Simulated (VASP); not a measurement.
# Ti (P6_3/mmc) in VASP: a series of runs, part 2 of 2

VASP 6.6.1. Earlier steps stand in the parts before.

### 3 Relaxation of cell and atoms, PBEsol

This run uses another cell than the first one, of 16.68 Å³/atom, 0.946 times its volume.

The input, INCAR:

```
PREC = Accurate
ENCUT = 600
EDIFF = 1E-7
ISMEAR = 1
SIGMA = 0.1
LREAL = F
LASPH = T
NELM = 80
ALGO = Normal
ISIF = 3
LWAVE = F
LCHARG = F
GGA = PS
IBRION = 2
NSW = 90
EDIFFG = -0.005
```

The input, KPOINTS:

```
regular mesh
0
Gamma
  18 18 9
```

The input, POSCAR:

```
Ti                                      
1.0
    2.8976405538     -0.0000000000      0.0000000000
   -1.4488202769      2.5094303307      0.0000000000
    0.0000000000      0.0000000000      4.5888524642
  Ti            
     2
Direct
     0.3333333332999970    0.6666666667000030    0.2500000000000000
     0.6666666667000030    0.3333333332999970    0.7500000000000000
```

Potentials or basis: VASP PAW PBE potentials, release 64 (Ti_sv).

Launch:

```bash
$ cat potpaw_PBE.64/Ti_sv/POTCAR > POTCAR
$ mpirun -np 1 vasp_std > vasp.out
```

OUTCAR:

```text
PREC = Accurate
   ENCUT = 600
   EDIFF = 1E-7
   ISMEAR = 1
   LREAL = F
   LASPH = T
   NELM = 80
   ISIF = 3
   GGA = PS
   IBRION = 2
   NSW = 90
   EDIFFG = -0.005

 ion  position               nearest neighbor table
   1  0.333  0.667  0.250-   2 2.84   2 2.84   2 2.84   2 2.84   2 2.84   2 2.84
   2  0.667  0.333  0.750-   1 2.84   1 2.84   1 2.84   1 2.84   1 2.84   1 2.84

  LATTYP: Found a hexagonal cell.
 ALAT       =     2.8976405538
 C/A-ratio  =     1.5836513808

  Lattice vectors:

 A1 = (   2.8976405538,   0.0000000000,   0.0000000000)
 A2 = (  -1.4488202769,   2.5094303307,   0.0000000000)
 A3 = (   0.0000000000,   0.0000000000,   4.5888524642)

Analysis of symmetry for initial positions (statically):
=====================================================================
 Subroutine PRICEL returns:
 Original cell was already a primitive cell.

 Routine SETGRP: Setting up the symmetry group for a
 hexagonal supercell.

 Subroutine GETGRP returns: Found 24 space group operations
 (whereof 12 operations were pure point group operations)
 out of a pool of 24 trial point group operations.
[... 209 lines left out ...]
  ext. energy  EPLUGINS =         0.00000000
  ---------------------------------------------------
  free energy    TOTEN  =       -16.67823282 eV

  energy without entropy =      -16.67857129  energy(sigma->0) =      -16.67834565

 E-fermi :   8.6553     XC(G=0): -11.8297

 val. band max:        8.6527625404   @ k =   0.3333   0.2778   0.3333
 cond. band min:       8.6574093941   @ k =   0.2778   0.2222   0.4444
 fundamental gap:      0.0046468537
 Fermi energy:         8.6553129642

 k-point     1 :       0.0000    0.0000    0.0000
  band No.  band energies     occupation
      1     -47.9243      2.00000
      2     -47.7596      2.00000
      3     -24.6681      2.00000
      4     -23.9279      2.00000
      5     -23.9279      2.00000
      6     -23.8490      2.00000
[... 433 lines left out ...]
      3     -24.4412      2.00000
      4     -24.3149      2.00000
      5     -24.3039      2.00000
      6     -24.1195      2.00000
[... 8 lines left out ...]
     15       9.8652     -0.00000
     16      11.9223      0.00000

 [... further k-points ...]
[... 5 lines left out ...]
  --------------------------------------------------------------------------------------
  -------------------------------------------------------------------------------------
  Total        0.0039321      0.0039321     -0.0051822      0.0000000     -0.0000000      0.0000000
  in kB        0.1888307      0.1888307     -0.2488631      0.0000000     -0.0000000      0.0000000
  external PRESSURE =       0.0429328 kB  Pullay stress =       0.0000000 kB

 VOLUME and BASIS-vectors are now :
 -----------------------------------------------------------------------------
  energy-cutoff  :      600.00
  volume of cell :       33.36
      direct lattice vectors                 reciprocal lattice vectors
     2.898035696 -0.000000000  0.000000000     0.345061312  0.199221241 -0.000000000
    -1.449017848  2.509772534 -0.000000000     0.000000000  0.398442483 -0.000000000
     0.000000000  0.000000000  4.586948828     0.000000000  0.000000000  0.218009844

 POSITION                                       TOTAL-FORCE (eV/Angst)
 -----------------------------------------------------------------------------------
     -0.00000      1.67318      1.14674         0.000000     -0.000000      0.000000
      1.44902      0.83659      3.44021        -0.000000      0.000000      0.000000
 -----------------------------------------------------------------------------------
    total drift:                                0.000000     -0.000000      0.000000

  FREE ENERGIE OF THE ION-ELECTRON SYSTEM (eV)
  ---------------------------------------------------
  free  energy   TOTEN  =       -16.6782328243 eV

  energy  without entropy=      -16.6785712884  energy(sigma->0) =      -16.67834565

 reached required accuracy - stopping structural energy minimisation
```

CONTCAR:

```text
Ti
   1.00000000000000
     2.8980356959254356   -0.0000000000000000    0.0000000000000000
    -1.4490178479627178    2.5097725338187624   -0.0000000000000000
     0.0000000000000000    0.0000000000000000    4.5869488280049042
  Ti
     2
Direct
     0.3333333332999970    0.6666666667000030    0.2500000000000000
     0.6666666667000030    0.3333333332999970    0.7500000000000000

  0.00000000E+00  0.00000000E+00  0.00000000E+00
  0.00000000E+00  0.00000000E+00  0.00000000E+00
```

Run time: 2.2 min. Hardware: 1 thread of Intel Xeon Platinum 8175M at 2.50GHz (Skylake/Cascade Lake), shared host; peak memory 0.23 GiB.

Results:

```
Free energy                            : -16.6782 eV
Relaxed volume                         : 16.68 Å³/atom
Relaxed cell                           : a = 2.898 Å, b = 2.898 Å, c = 4.587 Å, α = 90.00°, β = 90.00°, γ = 120.00°
Space group after relaxing (to 0.05 Å) : P6_3/mmc (No. 194)
Energy gained by relaxing              : 0.0 meV/atom
Ionic steps                            : 2
Pressure after relaxing                : 0.0 GPa
Band gap on the k mesh                 : none (metal or under the smearing width)
```

Final structure:
```
Ti
1.0
     2.89804    0.00000    0.00000
    -1.44902    2.50977    0.00000
     0.00000    0.00000    4.58695
Ti
2
Direct
  0.33333 0.66667 0.25000
  0.66667 0.33333 0.75000
```

Caveat: the PAW data sets were made with another functional, which shifts forces and pressure a little.

### 4 Relaxation of cell and atoms, r2SCAN

The input, INCAR:

```
SYSTEM = Ti
  ALGO = Normal
  EDIFF = 1E-6
  EDIFFG = -0.01
  ENCUT = 600
  IBRION = 2
  ISIF = 3
  ISMEAR = 1
  LASPH = .TRUE.
  LCHARG = .FALSE.
  LMIXTAU = .TRUE.
  LREAL = .FALSE.
  LWAVE = .FALSE.
  METAGGA = R2SCAN
  NELM = 80
  NSW = 90
  PREC = Accurate
  SIGMA = 0.1
```

The input, KPOINTS:

```
k-points
0
G
  18 18 9
  0 0 0
```

The input, POSCAR:

```
Ti
1.0
    2.9500000000      0.0000000000      0.0000000000
   -1.4750000000      2.5547749412      0.0000000000
    0.0000000000      0.0000000000      4.6800000000
Ti
2
Direct
    0.3333333333      0.6666666667      0.2500000000
    0.6666666667      0.3333333333      0.7500000000
```

Launch:

```bash
$ cat potpaw_PBE.64/Ti_sv/POTCAR > POTCAR
$ mpirun -np 1 vasp_std > vasp.out
```

Wall time 14 min (1 thread of Intel Xeon Platinum 8488C (Sapphire Rapids), shared host); peak memory 0.25 GiB.

Results (log left out):

```yaml
Free_energy: -25.9015 eV
Relaxed_volume: 17.36 Å³/atom
Relaxed_cell: a = 2.938 Å, b = 2.938 Å, c = 4.646 Å, α = 90.00°, β = 90.00°, γ = 120.00°
Space_group_after_relaxing_to_0.05_Å: P6_3/mmc (No. 194)
Energy_gained_by_relaxing: 1.6 meV/atom
Ionic_steps: 5
Pressure_after_relaxing: 0.0 GPa
Band_gap_on_the_k_mesh: none (metal or under the smearing width)
```

Stress tensor (GPa, compression positive):
```
 0.09  0.00  0.00
 0.00  0.09  0.00
 0.00  0.00 -0.07
```

Step by step:
| step | energy change (eV) | largest force (eV/Å) | pressure (GPa) | volume (Å³) |
| --- | --- | --- | --- | --- |
| 1 | 0.0000 | 0.0000 | -1.75 | 35.27 |
| 2 | -0.0010 | 0.0000 | 1.50 | 34.29 |
| 3 | -0.0030 | 0.0000 | 0.00 | 34.73 |
| 4 | -0.0030 | 0.0000 | 0.05 | 34.72 |
| 5 | -0.0031 | 0.0000 | 0.04 | 34.72 |

Final structure:
```
CELL_PARAMETERS angstrom
2.93770 0.00000 0.00000
-1.46885 2.54412 0.00000
0.00000 0.00000 4.64567
ATOMIC_POSITIONS crystal
Ti 0.33333 0.66667 0.25000
Ti 0.66667 0.33333 0.75000
```

Levels at points of the mesh, in eV from the Fermi level:
| k point | band 8 | band 9 | band 10 | band 11 | band 12 | band 13 | band 14 | band 15 | band 16 |
| --- | --- | --- | --- | --- | --- | --- | --- | --- | --- |
| (0.00, 0.00, 0.00) | -34.04 | -6.63 | -2.87 | 0.57 | 0.86 | 0.86 | 0.97 | 1.39 | 1.39 |
| (0.50, 0.00, 0.00) | -34.11 | -2.53 | -2.29 | -1.95 | -0.85 | 0.60 | 0.69 | 1.26 | 3.53 |

Caveat: the PAW data sets were made with another functional, which shifts forces and pressure a little.
